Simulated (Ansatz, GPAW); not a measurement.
Given: the input of a run of GPAW 26.7.0 (ASE script) on Zn (Zinc). 

Contents of run.py:

```python
from ase.dft.bandgap import bandgap
from ase.io import read, write
from ase.units import GPa
from gpaw import GPAW, PW

atoms = read('POSCAR')

calc = GPAW(mode=PW(600),
            xc='PBE',
            kpts={'size': (11, 11, 6), 'gamma': True},
            occupations={'name': 'methfessel-paxton', 'order': 0, 'width': 0.05},
            nbands=21,
            convergence={'density': 1e-05, 'energy': 1e-05},
            maxiter=150,
            txt='gpaw.txt')
atoms.calc = calc
energy = atoms.get_potential_energy()
forces = atoms.get_forces()
stress = atoms.get_stress()
calc.write('gs.gpw')
write('result.traj', atoms)
print(f'Energy: {energy:.6f} eV')
print('Forces (eV/A):')
print(forces.round(4))
print('Stress (GPa):', (stress / GPa).round(3))
print('Fermi level:', round(calc.get_fermi_level(), 4), 'eV')
print(f'Gap: {bandgap(calc)[0]:.4f} eV, direct: {bandgap(calc, direct=True)[0]:.4f} eV')
```

POSCAR

```
Zn
1.0
    2.6700000000      0.0000000000      0.0000000000
   -1.3350000000      2.3122878281      0.0000000000
    0.0000000000      0.0000000000      4.9660000000
Zn
2
Direct
    0.6666666667      0.3333333333      0.7500000000
    0.3333333333      0.6666666667      0.2500000000
```

Potentials or basis: GPAW PAW data sets (gpaw-data 1.2.1), pw.

Command:

```console
$ OMP_NUM_THREADS=1 python run.py
```

Task: Translate it to Ansatz 0.2.0. Potentials or basis there: Ansatz PAW, cutoff 420 eV.

Result: As run (cutoffs and basis follow the program's own potentials, and thresholds, step limits or extra output files can differ):

Contents of input.yaml:

```yaml
crystal:
  lattice:
    - [2.67, 0.0, 0.0]
    - [-1.335, 2.3122878281, 0.0]
    - [0.0, 0.0, 4.966]
  atoms:
    - { symbol: Zn, position: [0.6666666667, 0.3333333333, 0.75] }
    - { symbol: Zn, position: [0.3333333333, 0.6666666667, 0.25] }
hamiltonian:
  xc: pbe
  pseudopotentials: { kind: paw }
kpoints:
  mp_grid: { grid: [11, 11, 6] }
scf:
  occupations: { method: gaussian, width: 0.05 }
output:
  forces: true
  stress: true
  eigenvalues: true
```

Potentials or basis: Ansatz PAW.

The run is started by

```sh
$ ansatz run input.yaml --threads 1 --pin off --max-ram 3584MiB --backend cpu --events-out ev --progress --plain --runs-dir out
```

Both were run:

|  | GPAW | Ansatz |
| --- | --- | --- |
| Pressure | -1.0 GPa | -0.7 GPa |

Ansatz's pressure holds a Pulay term of +0.11 GPa for its cutoff of 420 eV, which the other run lacks.

Where Ansatz's input types no cutoff or centring, it takes its own default and a Γ-centred mesh.

Pressure is positive in compression.
